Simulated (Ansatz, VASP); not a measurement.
# One calculation of MgSe, two programs

```
Mg Se
1.0
     0.00000    2.76137    2.76137
     2.76137    0.00000    2.76137
     2.76137    2.76137    0.00000
Mg Se
1 1
Direct
  0.00000 0.00000 0.00000
  0.50000 0.50000 0.50000
```

Change from the starting cell: volume scaled by 1.04, crystal datasets.

Alike in both runs: task electric field gradients; functional PBE; k mesh 8 × 8 × 8; occupations fermi-dirac, width 0.02 eV; no spin polarisation.

```csv
,VASP,Ansatz
version,VASP 6.6.1,Ansatz 0.2.0
potentials or method,"VASP PAW PBE potentials, release 64 (Mg, Se), cutoff 520 eV","all-electron PAW with datasets made for the crystal, scalar-relativistic"
```

VASP gave:

* gap on the k mesh at the Fermi level (eV): 1.74
* pressure (GPa): -0.6
* Vzz of the field gradient on the site that differs most (V/Å²): 0.0

Problem. Estimate Ansatz's values.

Solution. gap on the k mesh at the Fermi level (eV): 1.75; pressure (GPa): -0.5; Vzz of the field gradient on the site that differs most (V/Å²): 0.0.

Ansatz ran all-electron here, so the differences hold the error of VASP's frozen core and of both bases.

A k mesh can miss the band edges.
